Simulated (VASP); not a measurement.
**Sb: band structure with PBE**

Crystal: Sb.

```
Sb
1.0
     2.16208    1.24828    3.67680
    -2.16208    1.24828    3.67680
     0.00000   -2.49656    3.67680
Sb
2
Cartesian
  0.0000 0.0000 2.6084
  0.0000 0.0000 8.4220
```

```yaml
Program: VASP 6.6.1
Task: band structure
Functional: PBE
Potentials_or_basis: VASP PAW PBE potentials, release 64 (Sb)
Cutoff: 520 eV
k_mesh: 10 × 10 × 10
Occupations: methfessel-paxton, width 0.1 eV
Spin: spin-orbit coupling, no magnetisation
Further_INCAR_settings: ALGO = Normal; EDIFF = 1e-06
```

The pressure is 2.8 GPa. The valence electrons inside the program's atomic spheres are Sb 2.40.

Forces in eV/Å, atoms in the order of the input:
```
Sb   0.000  0.000  0.003
Sb   0.000  0.000 -0.003
```

Wall time 64 s on 4 MPI ranks on Intel(R) Xeon(R) 6975P-C (Granite Rapids), on a shared host, peak memory 0.58 GiB a rank.
